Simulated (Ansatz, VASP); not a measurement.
SiC in VASP and in Ansatz

```
Si C
1.0
     0.00000    2.13512    2.08037
     2.13512    0.00000    2.08037
     2.13512    2.13512    0.00000
Si C
1 1
Direct
  0.00000 0.00000 0.00000
  0.75000 0.75000 0.75000
```

Change from the starting cell: strain -0.025 along x and y, -0.050 along z, atoms carried along.

Alike in both runs: task single point; functional PBE; k mesh 10 × 10 × 10; occupations gaussian, width 0.05 eV; no spin polarisation.

```csv
,VASP,Ansatz
version,VASP 6.6.1,Ansatz 0.2.0
potentials or method,"VASP PAW PBE potentials, release 64 (Si, C)","scalar-relativistic, plane waves, PAW"
plane-wave cutoff (eV),520,420
valence electrons in the cell,8,8
```

|  | VASP | Ansatz | Ansatz less VASP |
| --- | --- | --- | --- |
| gap on the k mesh at the Fermi level (eV) | 0.99 | 0.99 | +0.003 |
| least direct gap on the mesh (eV) | 4.59 | 4.60 | +0.007 |
| pressure (GPa) | 26.2 | 26.4 | +0.11 |
| largest component of the traceless stress (GPa) | 4.17 | 4.15 | -0.016 |

The functional is the same, so the differences come from potentials, cutoffs and numerics.

Caveats: so large a pressure means that the cell lies far from this level's equilibrium, or that cutoff or potentials fall short (VASP). A k mesh can miss the band edges.
